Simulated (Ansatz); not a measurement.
We consider zinc-blende AlSb, described by HSE06-D3(BJ) (Ansatz, an electronic-structure program, plane waves, PAW).

Settings: plane-wave cutoff 460 eV, 8×8×8 k mesh, Fermi–Dirac smearing 0.01 eV, scalar-relativistic PAW data made under PBE.

A third-order Birch–Murnaghan fit to the energies gives V0 = 28.139 Å³/atom, B0 = 62.5 GPa, B′ = 4.2.

| V (Å³/atom) | P (GPa) |
|---|---|
| 26.732 | ___ |
| 27.435 | ___ |
| 27.925 | 0.49 |
| 28.842 | ___ |
| 29.323 | -2.36 |

Estimate the withheld pressures from this fit; the answers are the runs' own values.


- 26.732, P (GPa): 3.58
- 27.435, P (GPa): 1.67
- 28.842, P (GPa): -1.46

The formula P = (3/2) B0 (x^(7/3) − x^(5/3)) [1 + (3/4)(B′ − 4)(x^(2/3) − 1)] with x = V0/V meets the computed pressures within 0.01 GPa when these rounded values are put in.

Measured, for comparison: bulk modulus 58.2 GPa (temperature not stated, not corrected to a static lattice; as tabulated in Toher et al. (2017), arXiv:1611.05714); equilibrium volume per atom 28.77 Å³/atom (low temperature, thermal expansion removed or low-temperature value; zero-point expansion not removed; as tabulated in Zhang et al. (2018), doi:10.1088/1367-2630/aac7f0). Computed (rounded) less measured: bulk modulus +7 %, equilibrium volume per atom -2.2 %. A static lattice is as a rule a little smaller and stiffer than an uncorrected measurement, which narrows the difference in the bulk modulus and would widen misses of the other sign.

Spin–orbit coupling is not included.

Computed values are for the static lattice.

Cost on a shared machine: about 18 core-minutes (a rough figure).
